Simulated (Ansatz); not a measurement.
# Ba in Ansatz: convergence with n extra bands

Input of the first run (n extra bands 1); the others differ in this setting and in those tied to it:

Contents of input.yaml:

```yaml
crystal:
  lattice:
    - [3.59177373, -2.51690423, 0.0]
    - [3.59177373, 2.51690423, 0.0]
    - [0.0, 0.0, 7.19004518]
  atoms:
    - { symbol: Ba, position: [0.25322603, 0.74677397, 0.75] }
    - { symbol: Ba, position: [0.74677397, 0.25322603, 0.25] }
hamiltonian:
  xc: pbe
  pseudopotentials: { kind: nc, accuracy: standard }
kpoints:
  mp_grid: { grid: [6, 6, 3] }
scf:
  occupations: { method: fermi_dirac, width: 0.05 }
  n_extra_bands: 1
output:
  forces: true
  stress: true
  eigenvalues: true
```

Potentials or basis: PseudoDojo standard (PBE files).

Command:

```console
$ ansatz run input.yaml --threads 2 --pin off --max-ram 5632MiB --backend cpu --events-out ev --progress --plain --runs-dir out
```

Hardware: 2 threads of Arm Neoverse V2 (shared host).

| n extra bands | energy less the tightest run, at zero smearing (meV/atom) | SCF cycles | CPU time (s) | peak memory (GiB) |
| --- | --- | --- | --- | --- |
| 1 | -0.01 | 7 | 6.3 | 0.42 |
| 2 | 0.00 | 7 | 5.1 | 0.42 |
| 4 | 0.00 | 7 | 5.8 | 0.42 |
| 8 | 0.00 | 7 | 7.2 | 0.45 |
| 16 | 0.00 | 7 | 11 | 0.47 |
| 32 | 0.00 | 6 | 11 | 0.53 |

Against the tightest run, the energy stays within 1 meV/atom from 1 on. The tightest run that finished is the yardstick and may itself not be fully converged.

The run has no spin-orbit coupling, so splittings on Ba are missing.
